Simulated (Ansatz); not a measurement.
# SiC (P6_3mc): a many-body input that goes wrong, and its mend

What is wrong with this input for SiC (P6_3mc)?

Method: G0W0 on PBE, plane waves, PAW; PAW set soft_1, in Ansatz 0.2.0.

## Step 1: The structure

Symmetry: P6_3mc, No. 186, hexagonal system. The conventional cell has a = 3.076 Å, b = 3.076 Å, c = 10.071 Å, α = 90.00°, β = 90.00°, γ = 120.00°. Nearest to Si lie 4 C at 1.88 to 1.89 Å. Nearest to C lie 4 Si at 1.88 to 1.89 Å. C has 4 Si at 1.88 to 1.89 Å nearest. Farther neighbours are not listed.

The cell and positions are those that the Materials Project relaxed with its own functionals (PBE, PBE+U or r2SCAN), kept fixed.

## Step 2: First try

The input, input.yaml:

```yaml
crystal:
  lattice:
    - [3.0756941497, 0.0, 0.0]
    - [-1.5378470748, 2.6636292679, 0.0]
    - [0.0, 0.0, 10.07064648]
  atoms:
    - { symbol: Si, position: [0.66666667, 0.33333333, 0.93784198] }
    - { symbol: Si, position: [0.33333333, 0.66666667, 0.43784198] }
    - { symbol: Si, position: [0.0, 0.0, 0.68789438] }
    - { symbol: Si, position: [0.0, 0.0, 0.18789438] }
    - { symbol: C, position: [0.66666667, 0.33333333, 0.74980259] }
    - { symbol: C, position: [0.33333333, 0.66666667, 0.24980259] }
    - { symbol: C, position: [0.0, 0.0, 0.50046005] }
    - { symbol: C, position: [0.0, 0.0, 0.00046005] }
kpoints:
  mp_grid: { grid: [6, 6, 2] }
hamiltonian:
  xc: pbe
  pseudopotentials: { kind: paw, azcp: { folder: soft_1 } }
scf:
  occupations: { method: fixed }
gw:
  n_empty_bands: 2
  ecut_chi: 80
  qp_bands: [v2, c2]
  qp_kpoints: band_edges
  screening: { model: contour_deformation }
```

Command:

```sh
$ ansatz run input.yaml --threads 3 --pin off --max-ram 92160MiB --backend cuda --events-out ev --progress --plain --runs-dir out --devices 1 --max-vram 13GiB
```

Numbers of over 12 decimals in the logs are rounded to 6 here.

What it wrote:

```text
GPUs: using 1 of 1 available (devices: 1).
Engine: ansatz 0.2.0, x86_64-unknown-linux-gnu
Pseudopotentials: kind: paw
Pseudopotential: Si, paw, valence charge 4, recommended cutoff 420 eV (normal), soft_1/Si.paw.azcp
Pseudopotential: C, paw, valence charge 4, recommended cutoff 420 eV (normal), soft_1/C.paw.azcp
Functional definition: PBE
  parameter kappa = 0.804
  parameter beta = 0.066725
  exchange = pbe_x(kappa = kappa, mu = beta*pi^2/3)
  correlation = pbe_c(beta = beta)
device memory: the entry about to start is reckoned to put 0.8 GiB on a device that reports 14.0 GiB free (of which the cap on the GPU budget leaves the run 13.0 GiB)
GPU FFT provider: cuFFT
GPU libraries: cuBLAS 13.8.2, cuFFT 12.4.0, cuSOLVER 12.3.4
Crystal: 8 atoms, lattice volume = 82.504 Å³
Basis set: ecut = 420 eV, 1605 PW (Γ)
Bands: 24, of which v1, the nominal top of the filled ones, is band 16 counted from 1 (15 counted from 0)
Symmetry: 12 space group operations
Space group: P63mc (ITA 186), of the structure as read, at distance tolerance 4.4e-5 Å
k-points: 14 of 72
Non-local potential: Si, projectors of the file, l = 0: 2, l = 1: 2, l = 2: 1
Non-local potential: C, projectors of the file, l = 0: 2, l = 1: 2, l = 2: 1
PAW form: soft (Blöchl's): semilocal exchange-correlation on the pseudo side does not see the compensation charge
PAW one-centre angular grid: Si, 110 points (default); XC on 64 Gauss nodes
PAW one-centre angular grid: C, 110 points (default); XC on 64 Gauss nodes
Initial density: superposition of atomic densities (chi_scale 0.1, normalization cell, long waves kept (reshape's long-wave potential 0.00 eV rms))
Initial wavefunctions: pseudopotential atomic-orbital guess
GPU buffer pool allocated for 41472 grid points (all kernels)
GPU transforms: local potential and band sums: pruned to the plane-wave sphere, on 24×24×72
Functional: x = pbe(κ = 0.804, μ = 0.219515), c = pbe(β = 0.066725)
SCF iter   1: F=—  HF=-3554.662115 eV  |F-HF|=—  |Δ(HF+E_count)|=         —  Δρ=1.39e-1  dr2=1.95e1  ethr=3.10e-3  ⟨swp⟩=4.9  Hψ=1530  notcnv=0  defer=80
preconditioner: auto → none  [insulator: Δε(μ)=3.995 eV  Ē_g=12.821 eV  n_scr=6 (ndim 8)  ℏωp=23.1 eV  f_vac=0.000  ε∞_Penn≈4.3]
SCF iter   2: F=—  HF=-3548.924607 eV  |F-HF|=—  |Δ(HF+E_count)|=    5.74e0  Δρ=4.93e-2  dr2=1.23e0  ethr=3.10e-3  ⟨swp⟩=4.1  Hψ=901  notcnv=0  defer=83
SCF iter   3: F=—  HF=-3548.625056 eV  |F-HF|=—  |Δ(HF+E_count)|=   3.00e-1  Δρ=1.97e-2  dr2=1.64e-1  ethr=3.10e-3  ⟨swp⟩=2.6  Hψ=632  notcnv=0  defer=83
SCF iter   4: F=—  HF=-3548.616670 eV  |F-HF|=—  |Δ(HF+E_count)|=   8.39e-3  Δρ=1.50e-3  dr2=1.44e-3  ethr=5.13e-4  ⟨swp⟩=2.0  Hψ=308  notcnv=0  defer=84
SCF iter   5: F=—  HF=-3548.617079 eV  |F-HF|=—  |Δ(HF+E_count)|=   4.09e-4  Δρ=3.42e-4  dr2=1.53e-4  ethr=4.50e-6  ⟨swp⟩=2.1  Hψ=510  notcnv=0  defer=84
SCF iter   6: F=—  HF=-3548.617051 eV  |F-HF|=—  |Δ(HF+E_count)|=   2.77e-5  Δρ=1.67e-4  dr2=9.23e-6  ethr=4.78e-7  ⟨swp⟩=2.0  Hψ=440  notcnv=0  defer=78
SCF iter   7: F=—  HF=-3548.617060 eV  |F-HF|=—  |Δ(HF+E_count)|=   8.91e-6  Δρ=2.94e-5  dr2=8.11e-7  ethr=2.89e-8  ⟨swp⟩=2.0  Hψ=539  notcnv=0  defer=64
SCF iter   8: F=—  HF=-3548.617060 eV  |F-HF|=—  |Δ(HF+E_count)|=   5.44e-8  Δρ=1.34e-5  dr2=1.52e-7  ethr=3.13e-10  ⟨swp⟩=11.8  Hψ=1979  notcnv=0
SCF iter   9: F=-3548.617060 eV  HF=-3548.617060 eV  |F-HF|=2.62e-9  |Δ(HF+E_count)|=   3.98e-8  Δρ=1.97e-6  dr2=2.16e-9  ethr=3.13e-10  ⟨swp⟩=2.8  Hψ=687  notcnv=0
SCF 1 converged in 9 iterations: F = -3548.617060 eV  dr2 = 2.16e-9
[...]
device memory: the entry about to start is reckoned to put 0.9 GiB on a device that reports 14.0 GiB free (of which the cap on the GPU budget leaves the run 13.0 GiB)
NSCF: frozen V_eff on 14 k-points, pencils in batches of 32, up to order 96
[...]
gw.qp_kpoints: band_edges: 10 of 14 stored k-points solved, in 1 pass; an edge of the gap read off the rows below is read off those points alone
    valence top: of the k-points left out ik 8 came nearest to being solved in a further pass, in band 16 (counted from 1, as in the quasiparticle table): it holds the edge there only if its correction is more favourable than any solved in that band by at least 0.935 eV; those differ by 0.444 eV
    conduction bottom: of the k-points left out ik 10 came nearest to being solved in a further pass, in band 17 (counted from 1, as in the quasiparticle table): it holds the edge there only if its correction is more favourable than any solved in that band by at least 1.086 eV; those differ by 1.036 eV
  `?` marks the rows in doubt; gw_qp.tsv's column doubts and the gw_qp event give each row's grounds
    ik  band        ε_KS         Σx   Σc(E_QP)       V_xc       Z   E_QP_lin       E_QP  E_QP is
     0    15      9.5935   -18.3635     2.4662   -15.7782  0.8250     9.4741     9.4744  root
     0    16      9.5935   -18.3635     2.4662   -15.7782  0.8250     9.4741     9.4744  root
     0    17     14.6991    -9.1535    -1.7558   -14.5031  0.8797    18.4881    18.2929  root ?
     0    18     15.2764    -8.9721    -1.6446   -14.4715  0.8887    19.3625    19.1313  root ?
     1    15      9.3867   -18.4021     2.4952   -15.7391  0.8228     9.2184     9.2189  root
     1    16      9.3867   -18.4021     2.4952   -15.7391  0.8228     9.2184     9.2189  root
     1    17     14.9071    -9.0954    -1.7126   -14.4949  0.8829    18.8009    18.5940  root ?
     1    18     14.9071    -9.0954    -1.7126   -14.4949  0.8829    18.8009    18.5940  root ?
     2    15      9.2070   -18.2994     2.5027   -15.6668  0.8201     9.0768     9.0772  root
     2    16      9.3465   -18.5006     2.4941   -15.8208  0.8229     9.1601     9.1607  root
     2    17     14.3734    -7.5158    -1.8668   -12.6595  0.8699    17.8472    17.6503  root ?
     2    18     15.0593    -7.5430    -1.8322   -12.8799  0.8706    18.7626    18.5641  root ?
     3    15      9.0348   -18.4568     2.5374   -15.6718  0.8192     8.7861     8.7871  root
     3    16      9.0348   -18.4568     2.5374   -15.6718  0.8192     8.7861     8.7871  root
     3    17     14.5302    -7.5576    -1.7995   -12.7481  0.8737    18.1100    17.9211  root ?
     3    18     14.5302    -7.5576    -1.7995   -12.7481  0.8737    18.1100    17.9211  root ?
     4    15      8.2214   -18.0509     2.5976   -15.1642  0.8086     7.9307     7.9323  root
     4    16      8.7483   -18.5979     2.5810   -15.6904  0.8162     8.4200     8.4219  root
     4    17     12.6008    -7.5184    -1.7737   -12.1454  0.8668    15.5786    15.4541  root ?
     4    18     12.8353    -7.1763    -1.7870   -11.8497  0.8646    15.8590    15.7216  root ?
     5    15      8.3425   -18.5097     2.6433   -15.4688  0.8105     7.9419     7.9450  root
     5    16      8.3425   -18.5097     2.6433   -15.4688  0.8105     7.9419     7.9450  root
     5    17     12.8084    -7.3811    -1.7785   -12.0613  0.8668    15.8460    15.7101  root ?
     5    18     12.8084    -7.3811    -1.7785   -12.0613  0.8668    15.8460    15.7101  root ?
     6    15      8.0117   -18.3822     2.6721   -15.3127  0.8055     7.6110     7.6143  root
     6    16      8.4681   -18.6445     2.6247   -15.6286  0.8128     8.0741     8.0770  root
     6    17     11.8177    -7.4371    -1.7118   -11.8001  0.8633    14.5637    14.4688  root
     6    18     11.9493    -7.3456    -1.7473   -11.8241  0.8659    14.7844    14.6805  root ?
     7    15      8.0367   -18.5496     2.6946   -15.3921  0.8063     7.5694     7.5739  root
     7    16      8.0367   -18.5496     2.6946   -15.3921  0.8063     7.5694     7.5739  root
     7    17     12.2347    -7.4688    -1.7310   -11.9399  0.8636    15.0844    14.9748  root ?
     7    18     12.2347    -7.4688    -1.7310   -11.9399  0.8636    15.0844    14.9748  root ?
    12    15      6.7181   -17.8776     2.8605   -14.4596  0.7781     6.1511     6.1606  root
    12    16      7.9183   -18.6824     2.7119   -15.5193  0.8042     7.4628     7.4671  root
    12    17     13.5667    -7.1017    -1.7778   -11.8542  0.8649    16.7095    16.5415  root ?
    12    18     13.5667    -7.1017    -1.7778   -11.8542  0.8649    16.7095    16.5415  root ?
    13    15      7.1374   -18.3166     2.8388   -14.9150  0.7880     6.5659     6.5745  root
    13    16      7.1374   -18.3166     2.8388   -14.9150  0.7880     6.5659     6.5745  root
    13    17     12.8336    -6.8526    -1.7010   -11.4701  0.8709    15.8800    15.7500  root ?
    13    18     12.8336    -6.8526    -1.7010   -11.4701  0.8709    15.8800    15.7500  root ?
[key lines of the parts left out:]
SCF converged after 9 iterations
Free energy (F): -3548.617060 eV
Fermi energy:    9.593460 eV
```

The job ended after 10 s (1 × NVIDIA H100 80GB HBM3 (shared by 6 runs) with 3 threads of AMD EPYC 7R13 (Zen 3), shared host; peak memory 0.99 GiB; 12 s of CPU time).

Reading the cycles: dr2 is the Hartree energy of the density residual (eV), the measure of convergence; HF is the Harris–Foulkes estimate of the energy, which meets the free energy F at convergence.

**What went wrong?**

The run ended normally, though the input holds a fault or crude settings.

The fault: two empty bands. The screening and the self-energy are sums over empty states, and two bands hold almost none of them; where the cut also splits a degenerate level, the program refuses for that.

It printed a gap of 4.99 eV, which is an artefact of the settings.

## Step 3: A better input

G0W0 replaces the xc potential by the self-energy, built once from these orbitals. Only a window of levels is corrected, while the sums run over the empty bands that the input names. This step takes PAW set soft_1 files.

Edit input.yaml of step 2 so:

```diff
@@ -22,4 +22,4 @@
 gw:
-  n_empty_bands: 2
-  ecut_chi: 80
+  n_empty_bands: 344
+  ecut_chi: 150.0
   qp_bands: [v2, c2]
```

What it wrote:

```text
GPUs: using 1 of 1 available (devices: 1).
[...]
GPU FFT provider: cuFFT
GPU libraries: cuBLAS 13.8.2, cuFFT 12.4.0, cuSOLVER 12.3.4
Crystal: 8 atoms, lattice volume = 82.504 Å³
Basis set: ecut = 420 eV, 1605 PW (Γ)
Bands: 24, of which v1, the nominal top of the filled ones, is band 16 counted from 1 (15 counted from 0)
Symmetry: 12 space group operations
[...]
k-points: 14 of 72
[...]
GPU buffer pool allocated for 41472 grid points (all kernels)
[...]
SCF iter   1: F=—  HF=-3554.662115 eV  |F-HF|=—  |Δ(HF+E_count)|=         —  Δρ=1.39e-1  dr2=1.95e1  ethr=3.10e-3  ⟨swp⟩=4.9  Hψ=1530  notcnv=0  defer=80
[...]
SCF iter   9: F=-3548.617060 eV  HF=-3548.617060 eV  |F-HF|=2.62e-9  |Δ(HF+E_count)|=   3.98e-8  Δρ=1.97e-6  dr2=2.16e-9  ethr=3.13e-10  ⟨swp⟩=2.8  Hψ=687  notcnv=0
SCF 1 converged in 9 iterations: F = -3548.617060 eV  dr2 = 2.16e-9
[...]
0    15      9.5935   -18.3635     1.9846   -15.7782  0.7891     8.9902     8.9928  root
     0    16      9.5935   -18.3635     1.9846   -15.7782  0.7891     8.9902     8.9928  root
     0    17     14.6991    -9.1535    -4.8535   -14.5031  0.8020    15.1971    15.1952  root
     0    18     15.2764    -8.9721    -4.9805   -14.4715  0.7993    15.7977    15.7953  root
     1    15      9.3867   -18.4021     2.0445   -15.7391  0.7884     8.7655     8.7683  root
     1    16      9.3867   -18.4021     2.0445   -15.7391  0.7884     8.7655     8.7683  root
     1    17     14.9071    -9.0954    -4.8950   -14.4949  0.8012    15.4136    15.4116  root
     1    18     14.9071    -9.0954    -4.8950   -14.4949  0.8012    15.4136    15.4116  root
[...]
13    15      7.1374   -18.3166     2.6254   -14.9150  0.7771     6.3547     6.3611  root
    13    16      7.1374   -18.3166     2.6254   -14.9150  0.7771     6.3547     6.3611  root
    13    17     12.8336    -6.8526    -4.3290   -11.4701  0.8158    13.1226    13.1220  root
    13    18     12.8336    -6.8526    -4.3290   -11.4701  0.8158    13.1226    13.1220  root
[key lines of the parts left out:]
SCF converged after 9 iterations
Free energy (F): -3548.617060 eV
Fermi energy:    9.593460 eV
```

Wall time 18 s (1 × NVIDIA H100 80GB HBM3 (shared by 6 runs) with 3 threads); peak memory 1.4 GiB; 19 s of CPU time.

This step gave:

| Quantity | Value |
| --- | --- |
| bands summed | 360 |
| RPA ε∞ on this mesh (eigenvalues) | 6.937, 7.018, 7.018 |
| plane waves in the screening matrix | 339 |
| q-points in the mesh | 72 |
| G0W0 gap on the mesh | 3.074 eV |
| k of the valence top | 0, 0, 0 |
| k of the conduction bottom | 0, -0.5, 0 |
| starting gap on the mesh | 2.224 eV |
| Z at the valence top | 0.7891 |
| Z at the conduction bottom | 0.8150 |
| least direct G0W0 gap on the computed points | 4.291 eV |

The gap on the mesh goes from 2.22 eV to 3.07 eV, a correction of +0.85 eV. Between the two edge states, bare exchange in place of the xc potential would open the gap by 6.95 eV, and correlation takes back 6.10 eV.

## Step 4: Summary of results

```json
{
 "first try": "converged after 10 s",
 "better run": "G0W0 gap on the mesh 3.07 eV (6×6×2 mesh, 344 empty bands, screening to 150 eV, PAW set soft_1 files)"
}
```

What this shows: The second run differs in: empty bands and screening cutoff (eV). Bands and cutoff are finite, so the gap is not at the basis limit. The miss can reach some tenths of an eV and take either sign; the mesh is an error of its own.

[Paths, hosts, dates, memory and timing lines, banners, echoed tables and standing remarks are left out of the program output.]

[Logs are printed without paths, hosts, clocks, repeated set-up lines and the standing remarks that a program may print on its own settings, such as how far it seeks lower states.]

[Runs of the session that timed out or met a known fault of the program may be left out.]

[Cells called generated may have been cut or substituted from an entry of the Crystallography Open Database or the Materials Project.]

[Hosts, paths, dates, database ids (printed as entryN), source tags and the programs' standing remarks are cut or masked in the printed files.]
